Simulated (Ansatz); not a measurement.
# FeO (I4/mmm) in Ansatz: reference runs

Reference runs on FeO: the cell as given and a disturbed copy.

Program: Ansatz 0.2.0. These are calculated values, not measurements. Logs are shortened: lines on timing, memory, paths and dates and some standing lists are left out, and cuts for length are marked.

### Step 1. Starting point

Symmetry: I4/mmm, No. 139, tetragonal system. Conventional cell: a = 3.204 Å, b = 3.204 Å, c = 4.167 Å, α = 90.00°, β = 90.00°, γ = 90.00°. Around Fe (site symmetry 4/mmm) lie 6 O at 2.08 to 2.27 Å. O (site symmetry 4/mmm) has 6 Fe at 2.08 to 2.27 Å as nearest neighbours.

The cell comes from a database or a generator and needn't be the stable form of this composition.

### Step 2. Single point, PBEsol, collinear spin, ferromagnetic start

The input, input.yaml:

```yaml
crystal:
  lattice:
    - [-1.602103413, 1.602103413, 2.08339225]
    - [1.602103413, -1.602103413, 2.08339225]
    - [1.602103413, 1.602103413, -2.08339225]
  atoms:
    - { symbol: Fe, position: [0.0, 0.0, 0.0], spin: 3.0 }
    - { symbol: O, position: [0.5, 0.5, 0.0] }
hamiltonian:
  xc: pbesol
  pseudopotentials: { kind: paw }
magnetization:
  spin_polarized: true
kpoints:
  mp_grid: { grid: [12, 12, 12] }
scf:
  occupations: { method: fermi_dirac, width: 0.05 }
output:
  forces: true
  stress: true
  eigenvalues: true
  write_density: true
  write_potential: true
  elf: true
  volumetric_format: npy
```

Potentials or basis: Ansatz PAW.

The run is started by

```bash
$ ansatz run input.yaml --threads 2 --pin off --max-ram 5632MiB --backend cpu --events-out ev --progress --plain --runs-dir out
```

Log:

```text
Warning: RAYON_NUM_THREADS=2 ignored (pool sized by the plan → 2); use --threads N
Engine: ansatz 0.2.0, aarch64-unknown-linux-gnu
Pseudopotentials: kind: paw
Pseudopotential: Fe, paw, valence charge 16, recommended cutoff 420 eV (normal), Fe.paw.azcp
Pseudopotential: O, paw, valence charge 6, recommended cutoff 420 eV (normal), O.paw.azcp
Functional definition: PBEsol
  exchange = pbesol_x
  correlation = pbesol_c
Crystal: 2 atoms, lattice volume = 21.390 Å³
Basis set: ecut = 420 eV, 411 PW (Γ), exchange–correlation on 48×48×48 points (8 copies of the dense FFT grid, shifted against one another)
Bands: 17, of which v1, the nominal top of the filled ones, is band 11 counted from 1 (10 counted from 0)
Symmetry: 16 space group operations
Space group: I4/mmm (ITA 139), of the structure as read, at distance tolerance 2.8e-5 Å
Magnetic group: BNS 139.531 (UNI 1191), of the structure as read, at distance tolerance 2.8e-5 Å
k-points: 163 of 1728
Non-local potential: Fe, projectors of the file, l = 0: 3, l = 1: 2, l = 2: 3, l = 3: 1
Non-local potential: O, projectors of the file, l = 0: 2, l = 1: 2, l = 2: 1
PAW form: soft (Blöchl's): semilocal exchange-correlation on the pseudo side does not see the compensation charge
PAW frozen core: Fe, regenerated for the run's functional, and the local potential with it (the file was generated under x = pbe(κ = 0.804, μ = 0.2195149727645171), c = pbe(β = 0.06672455060314922))
PAW frozen core: O, regenerated for the run's functional, and the local potential with it (the file was generated under x = pbe(κ = 0.804, μ = 0.2195149727645171), c = pbe(β = 0.06672455060314922))
PAW one-centre angular grid: Fe, 590 points (default); XC on 64 Gauss nodes
PAW one-centre angular grid: O, 110 points (default); XC on 64 Gauss nodes
Initial density: superposition of atomic densities (chi_scale 0.1, normalization cell, long waves kept (reshape's long-wave potential 0.00 eV rms))
Starting moments: Σ|m| = 3 μB on 1 of 2 sites
Initial wavefunctions: pseudopotential atomic-orbital guess
Functional: x = pbesol(κ = 0.804, μ = 0.12345679012345678), c = pbesol(β = 0.046)
SCF iter   1: F=—  HF=-5008.562097 eV  |F-HF|=—  |Δ(HF+E_count)|=         —  Δρ=1.33e-1 (↑1.33e-1 ↓7.00e-2)  dr2=4.20e0  dr2_m=1.04e0  M=3.692 μB ∫|m|=3.692 μB  β_m=0.30  ethr=3.10e-3  ⟨swp⟩=4.3  Hψ=23041  notcnv=0
Mixer restart at iter 1: flushing history
preconditioner: auto → none  [metal: Δε(μ)=0.003 eV  Ē_g=12.462 eV  σ=0.050 eV  W_gap=0.01  n_scr=8 (ndim 8)  ℏωp=30.0 eV  f_vac=0.000  D(μ)=2.88/eV (n_scr^D=50)  sad-step TF]
SCF iter   2: F=—  HF=-5008.620148 eV  |F-HF|=—  |Δ(HF+E_count)|=   5.81e-2  Δρ=8.73e-2 (↑8.73e-2 ↓6.10e-2)  dr2=4.67e-1  dr2_m=9.84e-1  M=3.983 μB ∫|m|=3.984 μB  β_m=0.47  ethr=3.10e-3  ⟨swp⟩=3.0  Hψ=13217  notcnv=0  defer=101
SCF iter   3: F=—  HF=-5008.699840 eV  |F-HF|=—  |Δ(HF+E_count)|=   7.97e-2  Δρ=3.43e-2 (↑3.43e-2 ↓2.96e-2)  dr2=3.48e-1  dr2_m=1.18e-1  M=3.983 μB ∫|m|=3.986 μB  β_m=0.52  ethr=2.12e-3  ⟨swp⟩=1.7  Hψ=9068  notcnv=0  defer=117
SCF iter   4: F=—  HF=-5008.689649 eV  |F-HF|=—  |Δ(HF+E_count)|=   1.02e-2  Δρ=6.52e-3 (↑6.52e-3 ↓4.62e-3)  dr2=1.12e-2  dr2_m=1.60e-3  M=4.001 μB ∫|m|=4.010 μB  β_m=0.50  ethr=1.58e-3  ⟨swp⟩=2.2  Hψ=8949  notcnv=0  defer=117
SCF iter   5: F=—  HF=-5008.690169 eV  |F-HF|=—  |Δ(HF+E_count)|=         —  Δρ=3.77e-3 (↑3.77e-3 ↓2.05e-3)  dr2=1.78e-3  dr2_m=5.79e-4  M=4.001 μB ∫|m|=4.010 μB  β_m=0.50  ethr=5.08e-5  ⟨swp⟩=2.6  Hψ=11763  notcnv=0  defer=128
Mixer restart at iter 5: flushing history
SCF iter   6: F=—  HF=-5008.691823 eV  |F-HF|=—  |Δ(HF+E_count)|=   1.65e-3  Δρ=1.37e-3 (↑1.37e-3 ↓7.51e-4)  dr2=1.67e-4  dr2_m=1.16e-4  M=4.001 μB ∫|m|=4.011 μB  β_m=0.67  ethr=8.09e-6  ⟨swp⟩=2.6  Hψ=9781  notcnv=0  defer=130
SCF iter   7: F=—  HF=-5008.693346 eV  |F-HF|=—  |Δ(HF+E_count)|=   1.52e-3  Δρ=1.23e-3 (↑1.22e-3 ↓1.23e-3)  dr2=7.70e-4  dr2_m=5.15e-6  M=4.001 μB ∫|m|=4.012 μB  β_m=0.64  ethr=7.60e-7  ⟨swp⟩=2.0  Hψ=9629  notcnv=0  defer=130
SCF iter   8: F=—  HF=-5008.693316 eV  |F-HF|=—  |Δ(HF+E_count)|=   3.00e-5  Δρ=7.05e-4 (↑7.05e-4 ↓4.67e-4)  dr2=1.56e-4  dr2_m=8.24e-6  M=4.001 μB ∫|m|=4.012 μB  β_m=0.56  ethr=7.60e-7  ⟨swp⟩=2.0  Hψ=10395  notcnv=0  defer=130
SCF iter   9: F=—  HF=-5008.693267 eV  |F-HF|=—  |Δ(HF+E_count)|=   4.91e-5  Δρ=1.54e-4 (↑1.54e-4 ↓8.94e-5)  dr2=3.02e-6  dr2_m=2.11e-6  M=4.001 μB ∫|m|=4.012 μB  β_m=0.59  ethr=7.07e-7  ⟨swp⟩=2.4  Hψ=7907  notcnv=0  defer=130
SCF iter  10: F=—  HF=-5008.693267 eV  |F-HF|=—  |Δ(HF+E_count)|=   6.95e-7  Δρ=4.30e-5 (↑4.30e-5 ↓3.08e-5)  dr2=1.65e-7  dr2_m=2.18e-7  M=4.001 μB ∫|m|=4.012 μB  β_m=0.80  ethr=1.37e-8  ⟨swp⟩=2.5  Hψ=8512  notcnv=0  defer=130
SCF iter  11: F=—  HF=-5008.693268 eV  |F-HF|=—  |Δ(HF+E_count)|=   1.60e-7  Δρ=5.04e-6 (↑5.04e-6 ↓2.70e-6)  dr2=2.82e-9  dr2_m=1.52e-9  M=4.001 μB ∫|m|=4.012 μB  β_m=0.82  ethr=7.50e-10  ⟨swp⟩=2.0  Hψ=8398  notcnv=0  defer=130
SCF iter  12: F=-5008.693268 eV  HF=-5008.693268 eV  |F-HF|=1.09e-11  |Δ(HF+E_count)|=  2.98e-10  Δρ=6.36e-7 (↑4.16e-7 ↓6.36e-7)  dr2=5.48e-11  dr2_m=3.89e-11  M=4.001 μB ∫|m|=4.012 μB  ethr=1.28e-11  ⟨swp⟩=5.6  Hψ=27589  notcnv=0
SCF 1 converged in 12 iterations: F = -5008.693268 eV  dr2 = 5.48e-11
SCF converged after 12 iterations
Magnetization: 4.0013 μB (13.0006 up, 8.9994 down)
Absolute magnetization: 4.0120 μB (∫|ρ↑−ρ↓|, with the PAW one-centre terms)
Spin contamination: 0.0128 ħ² per cell (⟨S²⟩ above its minimum at these occupations)
Per-site moments (μB) at R_I (Å): [(3.3913272260528338, 0.8593993031250001), (0.31325976087019164, 0.8593993031250001)]
Free energy (F): -5008.693268 eV
Harris-Foulkes:  -5008.693268 eV  (|F-HF|=1.09e-11)
Internal energy: -5008.680338 eV  (E = F + TS)
E sigma→0 (E₀):  -5008.686803 eV
Entropy (-TS):   -0.012930 eV (-6.465 meV/atom)
Fermi energy:    13.267084 eV
--- Per-component energies (eV) ---
  E_band       = -292.969182
  E_kinetic    = 512.135352
  E_local      = -2691.442931  (includes V_loc(G=0)·N_el)
  E_nonlocal   = 280.560913
  E_hartree    = 1091.929125
  E_xc         = -185.182986
  E_vxc        = -238.604674  (∫ρ·V_xc dr)
  E_paw        = -1491.845037  (= ΣΔE_a)
  E_vpaw       = -339.479167  (= ΣTr[D̂ρ^β])
  E_aug_tail   = 0.002919  (compensation charges beyond the density's cutoff)
  E_ewald      = -2525.052183
  E_core_change = 0.214490  (= ΣΔE_core)
  E_smearing   = -0.012930  (= −TS)
  E_closure    = -0.000000  (closes the sum)
  Σ components = -5008.693268   (vs F -5008.693268, Δ=0.00e0)
--- Forces (eV/Å), atoms counted from 1 ---
  atom   1  Fe    -0.00000000     0.00000000    -0.00000000
  atom   2  O     -0.00000000     0.00000000     0.00000000
  max |Σ_I F_I| component: 5.92e-31 eV/Å
--- Stress (GPa, compression-positive) ---
      -17.219589       0.000000       0.000000
        0.000000     -17.219589      -0.000000
        0.000000       0.000000     -14.001386
  P = ⅓ Tr σ = -16.1469 GPa (-161.469 kbar)
--- Band table (eV; the first three rows and the last of 326) ---
  k-point 0 ↑: bands = ["-76.3473", "-42.5209", "-42.5043", "-42.5043", "-7.0363", "9.3568", "9.3568", "9.3721", "9.5055", "9.6068", "9.6068", "9.6408", "9.6699", "12.9616", "28.1159", "29.5499", "29.5499"]
  k-point 1 ↑: bands = ["-76.3469", "-42.5220", "-42.5068", "-42.5049", "-6.9627", "8.3145", "8.9496", "9.2356", "9.3061", "9.6052", "9.7995", "10.0565", "10.4997", "13.5427", "27.0207", "28.6965", "29.1795"]
  k-point 2 ↑: bands = ["-76.3461", "-42.5252", "-42.5136", "-42.5066", "-6.7651", "7.1676", "8.6204", "8.9254", "9.1688", "9.6682", "10.1719", "10.3906", "10.8726", "14.9248", "25.8119", "26.4365", "27.5903"]
  k-point 162 ↓: bands = ["-72.2390", "-38.5339", "-38.5339", "-38.5060", "-5.3213", "6.8032", "8.8351", "8.8351", "11.2844", "13.9860", "13.9908", "13.9908", "14.3231", "19.3432", "22.5666", "24.0331", "27.3557"]
```

Wall time 7 s (2 threads of Arm Neoverse V1, shared host); peak memory 0.39 GiB.

Results:

```yaml
Free_energy: -5008.6933 eV
Pressure: -16.1 GPa
Band_gap_on_the_k_mesh: none (metal or under the smearing width)
Net_moment: 4.00 μB per cell
Absolute_moment: 4.01 μB per cell
Site_moments: Fe +3.39; O +0.31 μB
```

Stress tensor (GPa, compression positive):
```
-17.22   0.00   0.00
  0.00 -17.22   0.00
  0.00   0.00 -14.00
```

Caveat: so large a pressure means that the cell lies far from this level's equilibrium, or that cutoff or potentials fall short; the pressure holds a Pulay correction of +0.7 GPa for the finite cutoff; a cell with one magnetic atom can't hold antiferromagnetic order, which such compounds often take; semilocal functionals often make such compounds metallic where correlation or magnetic order opens a gap, which also shifts bond lengths; the PAW data sets come from PBE, with cores solved anew for the run's functional, which leaves a small shift of forces and pressure.

### Step 3. Single point, PBEsol, collinear spin, ferromagnetic start (atoms moved at random, drawn with an rms of 0.05 Å)

Changes to input.yaml since step 2:

```diff
@@ -6,4 +6,4 @@
   atoms:
-    - { symbol: Fe, position: [0.0, 0.0, 0.0], spin: 3.0 }
-    - { symbol: O, position: [0.5, 0.5, 0.0] }
+    - { symbol: Fe, position: [0.000111, 0.003767, -0.003933], spin: 3.0 }
+    - { symbol: O, position: [0.503927, 0.50376, 0.014744] }
 hamiltonian:
@@ -21,5 +21 @@
   eigenvalues: true
-  write_density: true
-  write_potential: true
-  elf: true
-  volumetric_format: npy
```

Potentials or basis: Ansatz PAW.

The run is started by

```bash
$ ansatz run input.yaml --threads 2 --pin off --max-ram 5632MiB --backend cpu --events-out ev --progress --plain --runs-dir out
```

Log:

```text
Warning: RAYON_NUM_THREADS=2 ignored (pool sized by the plan → 2); use --threads N
[... 7 set-up lines as earlier in the session ...]
Crystal: 2 atoms, lattice volume = 21.390 Å³
Basis set: ecut = 420 eV, 411 PW (Γ), exchange–correlation on 48×48×48 points (8 copies of the dense FFT grid, shifted against one another)
Bands: 17, of which v1, the nominal top of the filled ones, is band 11 counted from 1 (10 counted from 0)
Symmetry: 1 space group operations
Space group: P1 (ITA 1), of the structure as read, at distance tolerance 2.8e-5 Å
Magnetic group: BNS 1.1 (UNI 1), of the structure as read, at distance tolerance 2.8e-5 Å
k-points: 868 of 1728 (time reversal used)
[... 6 set-up lines as earlier in the session ...]
[... 26 lines left out ...]
Per-site moments (μB) at R_I (Å): [(3.3704108672310418, 0.8468092239399185), (0.3119391401045522, 0.8468092239399185)]
Free energy (F): -5008.691242 eV
Harris-Foulkes:  -5008.691242 eV  (|F-HF|=1.64e-11)
Internal energy: -5008.678303 eV  (E = F + TS)
E sigma→0 (E₀):  -5008.684773 eV
Entropy (-TS):   -0.012939 eV (-6.469 meV/atom)
Fermi energy:    13.265442 eV
--- Per-component energies (eV) ---
  E_band       = -292.971892
  E_kinetic    = 512.183286
  E_local      = -2692.233228  (includes V_loc(G=0)·N_el)
  E_nonlocal   = 280.549184
  E_hartree    = 1092.308974
  E_xc         = -185.194466
  E_vxc        = -238.620020  (∫ρ·V_xc dr)
  E_paw        = -1491.841399  (= ΣΔE_a)
  E_vpaw       = -339.472167  (= ΣTr[D̂ρ^β])
  E_aug_tail   = 0.002972  (compensation charges beyond the density's cutoff)
  E_ewald      = -2524.668117
  E_core_change = 0.214490  (= ΣΔE_core)
  E_smearing   = -0.012939  (= −TS)
  E_closure    = -0.000000  (closes the sum)
  Σ components = -5008.691242   (vs F -5008.691242, Δ=0.00e0)
--- Forces (eV/Å), atoms counted from 1 ---
  atom   1  Fe    -0.00559604    -0.00845267    -0.14608486
  atom   2  O      0.00559555     0.00845199     0.14608654
  max |Σ_I F_I| component: 1.68e-6 eV/Å
--- Stress (GPa, compression-positive) ---
      -17.086006       0.109867       0.035304
        0.109868     -17.093853       0.053508
        0.035305       0.053508     -13.717664
  P = ⅓ Tr σ = -15.9658 GPa (-159.658 kbar)
--- Band table (eV; the first three rows and the last of 1736) ---
  k-point 0 ↑: bands = ["-76.3447", "-42.5181", "-42.5030", "-42.5012", "-7.0402", "9.1402", "9.2708", "9.3016", "9.4716", "9.5596", "9.7258", "9.7899", "9.8700", "12.9591", "28.1009", "29.5353", "29.5517"]
  k-point 1 ↑: bands = ["-76.3444", "-42.5193", "-42.5039", "-42.5034", "-6.9666", "8.2741", "8.9136", "9.1491", "9.3639", "9.5919", "9.8487", "10.0866", "10.5511", "13.5406", "27.0155", "28.6846", "29.1662"]
  k-point 2 ↑: bands = ["-76.3435", "-42.5224", "-42.5105", "-42.5052", "-6.7692", "7.1523", "8.5967", "8.8767", "9.2043", "9.6707", "10.1859", "10.4059", "10.9032", "14.9217", "25.8073", "26.4411", "27.5853"]
  k-point 867 ↓: bands = ["-72.2379", "-38.5334", "-38.5324", "-38.5052", "-5.3256", "6.8036", "8.8211", "8.8270", "11.3040", "13.9892", "13.9920", "13.9939", "14.3187", "19.3284", "22.5873", "24.0161", "27.3672"]
```

It took 51 s on 2 threads of Arm Neoverse V1, shared host; peak memory 0.9 GiB.

What came out:

| Quantity | Value |
| --- | --- |
| Free energy | -5008.6912 eV |
| Pressure | -16.0 GPa |
| Largest force | 0.146 eV/Å |
| Band gap on the k mesh | none (metal or under the smearing width) |
| Net moment | 4.00 μB per cell |
| Absolute moment | 4.01 μB per cell |
| Site moments | Fe +3.37; O +0.31 μB |

Forces on the atoms (eV/Å):
```
Fe  -0.006 -0.008 -0.146
O    0.006  0.008  0.146
```

Stress tensor (GPa, compression positive):
```
-17.09   0.11   0.04
  0.11 -17.09   0.05
  0.04   0.05 -13.72
```

Caveat: the pressure holds a Pulay correction of +0.7 GPa for the finite cutoff; a cell with one magnetic atom can't hold antiferromagnetic order, which such compounds often take; semilocal functionals often make such compounds metallic where correlation or magnetic order opens a gap, which also shifts bond lengths; the PAW data sets come from PBE, with cores solved anew for the run's functional, which leaves a small shift of forces and pressure.
